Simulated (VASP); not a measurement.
# MoS2 (R-3m) in VASP: reference runs, part 2 of 2

VASP 6.6.1. Earlier steps stand in the parts before.

## (3) Single point, PBE (atoms moved at random, drawn with an rms of 0.05 Å)

INCAR

```
SYSTEM = MoS2
  PREC = Accurate
  ENCUT = 520
  EDIFF = 1E-7
  ISMEAR = -1
  SIGMA = 0.05
  LREAL = .False.
  LASPH = .True.
  NELM = 80
  ALGO = Normal
  ISIF = 2
  LWAVE = .False.
  LCHARG = .True.
  GGA = PE
  LELF = .True.
  LVHAR = .True.
  NBANDS = 20
```

KPOINTS

```
Automatic mesh
0
Gamma
  10 10 10
  0 0 0
```

POSCAR

```
MoS2
1.0
    1.5855000000      0.9153888518      6.1149966667
   -1.5855000000      0.9153888518      6.1149966667
    0.0000000000     -1.8307777036      6.1149966667
Mo S
1 2
Direct
    0.0052620000     -0.0115280000      0.0065370000
    0.2490960000      0.2571700000      0.2399380000
    0.7417570000      0.7326440000      0.7698040000
```

Potentials or basis: VASP PAW PBE potentials, release 64 (Mo_sv, S).

On the command line:

```bash
$ cat potpaw_PBE.64/Mo_sv/POTCAR potpaw_PBE.64/S/POTCAR > POTCAR
$ mpirun -np 1 vasp_std > vasp.out
```

OUTCAR:

```text
SYSTEM = MoS2
   PREC = Accurate
   ENCUT = 520
   EDIFF = 1E-7
   ISMEAR = -1
   LREAL = .False.
   LASPH = .True.
   NELM = 80
   ISIF = 2
   GGA = PE

 ion  position               nearest neighbor table
   1  0.005  0.988  0.007-   3 2.34   3 2.35   2 2.36   3 2.39   2 2.41   2 2.43
   2  0.249  0.257  0.240-   1 2.36   1 2.41   1 2.43
   3  0.742  0.733  0.770-   1 2.34   1 2.35   1 2.39

  LATTYP: Found a trigonal (rhomboedric) cell.
 ALAT       =     6.3831756386
 COS(alpha) =     0.8766074614

  Lattice vectors:

 A1 = (   1.5855000000,   0.9153888518,   6.1149966667)
 A2 = (  -1.5855000000,   0.9153888518,   6.1149966667)
 A3 = (   0.0000000000,  -1.8307777036,   6.1149966667)

Analysis of symmetry for initial positions (statically):
=====================================================================
 Subroutine PRICEL returns:
 Original cell was already a primitive cell.

 Routine SETGRP: Setting up the symmetry group for a
 trigonal (rhombohedral) supercell.

 Subroutine GETGRP returns: Found  1 space group operations
[... 160 lines left out ...]
  ext. energy  EPLUGINS =         0.00000000
  ---------------------------------------------------
  free energy    TOTEN  =       -20.90623148 eV

  energy without entropy =      -20.90007622  energy(sigma->0) =      -20.90315385

 E-fermi :   7.8144     XC(G=0): -10.8166

 val. band max:        7.8062333797   @ k =   0.1000   0.1000  -0.0000
 cond. band min:       7.8173428956   @ k =   0.1000   0.2000   0.1000
 fundamental gap:      0.0111095159
 Fermi energy:         7.8144401997

 k-point     1 :       0.0000    0.0000    0.0000
  band No.  band energies     occupation
      1     -54.0012      2.00000
      2     -28.0831      2.00000
      3     -28.0170      2.00000
      4     -27.9805      2.00000
      5      -7.4207      2.00000
      6      -5.7737      2.00000
[... 541 lines left out ...]
     19      15.8890      0.00000
     20      16.7353      0.00000

 [... further k-points ...]
[... 5 lines left out ...]
  --------------------------------------------------------------------------------------
  -------------------------------------------------------------------------------------
  Total        2.9363300      1.8057261      3.9430244     -0.1402325      1.1746761     -0.3647605
  in kB       88.3478748     54.3304266    118.6371505     -4.2192955     35.3434866    -10.9748609
  external PRESSURE =      87.1051506 kB  Pullay stress =       0.0000000 kB

 VOLUME and BASIS-vectors are now :
 -----------------------------------------------------------------------------
  energy-cutoff  :      520.00
  volume of cell :       53.25
      direct lattice vectors                 reciprocal lattice vectors
     1.585500000  0.915388852  6.114996667     0.315357931  0.182071986  0.054510796
    -1.585500000  0.915388852  6.114996667    -0.315357931  0.182071986  0.054510796
     0.000000000 -1.830777704  6.114996667     0.000000000 -0.364143973  0.054510796

 POSITION                                       TOTAL-FORCE (eV/Angst)
 -----------------------------------------------------------------------------------
     -1.55888      0.89769      6.11665        -0.209815     -0.051383     -0.787841
     -0.01280      0.02416      4.56303         0.226057     -0.370282     -0.743769
      0.01445     -0.05969     13.72331        -0.016242      0.421665      1.531611
 -----------------------------------------------------------------------------------
    total drift:                               -0.000008     -0.000004     -0.000035

  FREE ENERGIE OF THE ION-ELECTRON SYSTEM (eV)
  ---------------------------------------------------
  free  energy   TOTEN  =       -20.9062314801 eV

  energy  without entropy=      -20.9000762222  energy(sigma->0) =      -20.90315385
```

OSZICAR:

```text
N       E                     dE             d eps       ncg     rms          rms(c)
DAV:   1     0.181404287785E+03    0.18140E+03   -0.13458E+04 20232   0.123E+03
DAV:   2    -0.151173169997E+02   -0.19652E+03   -0.19156E+03 24440   0.316E+02
DAV:   3    -0.223474381823E+02   -0.72301E+01   -0.71471E+01 25300   0.564E+01
DAV:   4    -0.224326835656E+02   -0.85245E-01   -0.85153E-01 24760   0.641E+00
DAV:   5    -0.224340235018E+02   -0.13399E-02   -0.13398E-02 25380   0.776E-01    0.254E+01
DAV:   6    -0.213659334936E+02    0.10681E+01   -0.13631E+01 21180   0.205E+01    0.986E+00
DAV:   7    -0.210607842903E+02    0.30515E+00   -0.57942E+00 20828   0.127E+01    0.664E+00
DAV:   8    -0.209053712319E+02    0.15541E+00   -0.84870E-01 22204   0.511E+00    0.194E+00
DAV:   9    -0.209079574423E+02   -0.25862E-02   -0.31039E-02 23764   0.109E+00    0.708E-01
DAV:  10    -0.209062543825E+02    0.17031E-02   -0.14247E-02 22496   0.725E-01    0.130E-01
DAV:  11    -0.209062355916E+02    0.18791E-04   -0.85622E-04 23420   0.196E-01    0.700E-02
DAV:  12    -0.209062182290E+02    0.17363E-04   -0.58354E-05 23076   0.474E-02    0.250E-02
DAV:  13    -0.209062323554E+02   -0.14126E-04   -0.24137E-05 21904   0.286E-02    0.147E-02
DAV:  14    -0.209062313562E+02    0.99919E-06   -0.66692E-06 23936   0.154E-02    0.298E-03
DAV:  15    -0.209062314831E+02   -0.12694E-06   -0.52087E-07 22796   0.440E-03    0.254E-03
DAV:  16    -0.209062314801E+02    0.30332E-08   -0.47844E-08 15544   0.145E-03
   1 F= -.20906231E+02 E0= -.20903154E+02  d E =-.615526E-02
```

Wall time 21 min (1 thread of Intel Xeon Platinum 8559C (Emerald Rapids), shared host); peak memory 0.69 GiB.

What came out:

```yaml
Free_energy: -20.9062 eV
Pressure: 8.7 GPa
Largest_force: 1.589 eV/Å
Band_gap_on_the_k_mesh: none (metal or under the smearing width)
```

Forces on the atoms (eV/Å):
```
Mo  -0.210 -0.051 -0.788
S    0.226 -0.370 -0.744
S   -0.016  0.422  1.532
```

Caveat: the cell's inner coordinates are idealised or old, which leaves forces on the atoms.
